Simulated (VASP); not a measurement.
# Al₂Au: molecular dynamics with a thermostat

Al₂Au, Fm-3m (no. 225), 12 atoms in the cell. PBE, molecular dynamics; PAW potentials Au, Al (PBE set).

Ensemble: NVT; Target temperature (K): 1000.

## Input

INCAR:
```
SYSTEM = Al2Au
  ALGO = Fast
  ANDERSEN_PROB = 0.05
  EDIFF = 1E-5
  ENCUT = 240
  GGA = PE
  IBRION = 0
  ISIF = 2
  ISMEAR = -1
  ISYM = 0
  KPAR = 2
  LASPH = .True.
  LCHARG = .False.
  LREAL = Auto
  LWAVE = .False.
  MDALGO = 1
  NELM = 60
  NELMIN = 4
  NSW = 80
  POTIM = 2.0
  PREC = Normal
  RANDOM_SEED = 375351 0 0
  SIGMA = 0.05
  TEBEG = 1000
  TEEND = 1000
```

KPOINTS:
```
k-points
0
Monkhorst-Pack
  2 2 2
```

POSCAR:
```
Al2Au
1.0
    6.0000000000      0.0000000000      0.0000000000
    0.0000000000      6.0000000000      0.0000000000
    0.0000000000      0.0000000000      6.0000000000
Au Al
4 8
Direct
    0.0000000000      0.0000000000      0.0000000000
    0.0000000000      0.5000000000      0.5000000000
    0.5000000000      0.0000000000      0.5000000000
    0.5000000000      0.5000000000      0.0000000000
    0.2500000000      0.2500000000      0.7500000000
    0.2500000000      0.7500000000      0.7500000000
    0.2500000000      0.7500000000      0.2500000000
    0.2500000000      0.2500000000      0.2500000000
    0.7500000000      0.2500000000      0.2500000000
    0.7500000000      0.7500000000      0.2500000000
    0.7500000000      0.7500000000      0.7500000000
    0.7500000000      0.2500000000      0.7500000000
```

Commands:
```
cat potpaw_PBE.64/Au/POTCAR potpaw_PBE.64/Al/POTCAR > POTCAR
mpirun -np 2 vasp_std > vasp.out
```

## Result

- Mean temperature (K): 755
- Rise of the mean potential energy above the start (meV/atom): 96.5
- Electronic steps per ionic step after the first: 4.2

Course of the run:

| Time (fs) | Temperature (K) | Potential energy less the first (meV/atom) |
|---|---|---|
| 2 | 1000 | 0.0 |
| 14 | 643 | 35.2 |
| 26 | 381 | 89.6 |
| 38 | 389 | 114.3 |
| 50 | 673 | 107.1 |
| 62 | 825 | 100.8 |
| 74 | 645 | 112.2 |
| 88 | 541 | 123.1 |
| 100 | 813 | 128.0 |
| 112 | 1150 | 103.9 |
| 124 | 913 | 106.1 |
| 136 | 1113 | 98.4 |
| 148 | 750 | 92.9 |
| 160 | 746 | 102.0 |

REPORT:
```
MDALGO =   1
         ANDERSEN_PROB =  0.05000000
               SCALING =       0
                 CNEXP =     9.000   14.000
           RANDOM_SEED =            375351                0                0

   original number of atomic DOF:         33
   number of independent constraints:      0
   number of active DOF:                  33

========================================
         MD step No.       1
========================================

  Atomic velocities initialized by STEP_tb

  >Energies
                    E_tot             E_pot             E_kin               EPS                ES
   e_b>   -0.47839025E+02   -0.49260893E+02    0.14218684E+01    0.00000000E+00    0.00000000E+00

  >Temperature
               T_sim     T_inst
   tmprt>   1000.000   1000.000

  >Thermostat, num. of collisions:                0

           RANDOM_SEED =            375351              150                0

[... steps left out ...]

========================================
         MD step No.      80
========================================

  >Energies
                    E_tot             E_pot             E_kin               EPS                ES
   e_b>   -0.46977063E+02   -0.48037138E+02    0.10600748E+01    0.00000000E+00    0.00000000E+00

  >Temperature
               T_sim     T_inst
   tmprt>   1000.000    745.550

  >Thermostat, num. of collisions:                0

           RANDOM_SEED =            375351             7260                0
```

OSZICAR:
```
N       E                     dE             d eps       ncg     rms          rms(c)
DAV:   1     0.171894396170E+03    0.17189E+03   -0.18377E+04   336   0.762E+02
DAV:   2    -0.466531736942E+02   -0.21855E+03   -0.21116E+03   396   0.173E+02
DAV:   3    -0.543326979195E+02   -0.76795E+01   -0.76031E+01   399   0.324E+01
DAV:   4    -0.544107880275E+02   -0.78090E-01   -0.78064E-01   368   0.377E+00
DAV:   5    -0.544118906311E+02   -0.11026E-02   -0.11025E-02   368   0.433E-01    0.179E+01
RMM:   6    -0.494479446553E+02    0.49639E+01   -0.31824E+01   328   0.235E+01    0.668E+00
RMM:   7    -0.493574183313E+02    0.90526E-01   -0.17055E+00   328   0.461E+00    0.352E+00
RMM:   8    -0.492571982354E+02    0.10022E+00   -0.26853E-01   328   0.192E+00    0.604E-01
RMM:   9    -0.492592470969E+02   -0.20489E-02   -0.54709E-02   332   0.933E-01    0.529E-01
RMM:  10    -0.492604288891E+02   -0.11818E-02   -0.76767E-03   328   0.354E-01    0.356E-01
RMM:  11    -0.492609630709E+02   -0.53418E-03   -0.30090E-03   328   0.216E-01    0.127E-01
RMM:  12    -0.492608774396E+02    0.85631E-04   -0.70182E-04   328   0.113E-01    0.133E-02
[... left out ...]
     77 T=   744. E= -.47016709E+02 F= -.48074626E+02 E0= -.48074626E+02  EK= 0.10579E+01 SP= 0.00E+00 SK= 0.00E+00
     79 T=   752. E= -.46977063E+02 F= -.48045961E+02 E0= -.48045961E+02  EK= 0.10689E+01 SP= 0.00E+00 SK= 0.00E+00
[... last step whole ...]
       N       E                     dE             d eps       ncg     rms          rms(c)
DAV:   1    -0.480369479807E+02    0.90120E-02   -0.32113E-02   344   0.985E-01    0.343E-02
RMM:   2    -0.480371186562E+02   -0.17068E-03   -0.17294E-03   328   0.176E-01    0.121E-02
RMM:   3    -0.480371356012E+02   -0.16945E-04   -0.19548E-04   328   0.670E-02    0.119E-02
RMM:   4    -0.480371382910E+02   -0.26898E-05   -0.38177E-05   237   0.278E-02
     80 T=   746. E= -.46977063E+02 F= -.48037138E+02 E0= -.48037138E+02  EK= 0.10601E+01 SP= 0.00E+00 SK= 0.00E+00
```

Limits: 160 fs of 12 atoms are too short for converged averages.

VASP 6.6.1 took 195 s on 2 cores (Intel Xeon 6975P-C (Granite Rapids)), a shared host.
